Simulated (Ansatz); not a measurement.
Free-standing chains of the atoms of MgO, named by their start (strip: triangular double chain, ladder: square double chain); atoms and period are relaxed, and energies count from relaxed bulk MgO (Fm-3m, 9.62 Å³/atom, gap on the mesh 4.46 eV).

Theory: DFT PBE, scalar-relativistic, plane waves, PAW in Ansatz.

Cutoff 420 eV, Gaussian smearing of 0.05 eV, energies at zero smearing, symmetry of each start kept, collinear spin where a moment is listed.

```tsv
start	atoms	k mesh	excess energy (eV per host atom)	period (Å)	gap on the mesh (eV)	highest filled level or Fermi level under vacuum (eV)
linear chain	2	1×1×17	1.299	3.608	3.18	5.31
dimerised chain	2	1×1×17	1.299	3.610	3.17	5.31
zigzag chain	2	1×1×19	1.299	3.608	3.20	5.32
ladder chain	4	1×1×17	0.853	3.753	3.26	5.44
strip chain*	2	1×1×31	1.299	3.608	3.21	5.32
```

Zero in every row: size of the moment (μB per cell).

* ends far from its start.

An odd mesh misses points on the zone edge, so a gap read on it can be too wide.

Each run keeps its start's symmetry and one magnetic start, so lower states can exist. Rows stand on unlike meshes and boxes, so starts that end alike can differ by a few hundredths of an eV per atom.

Cost: 5 runs of about 16 core-minutes in all, on Intel Xeon Platinum 8259CL (Skylake/Cascade Lake) (shared hosts).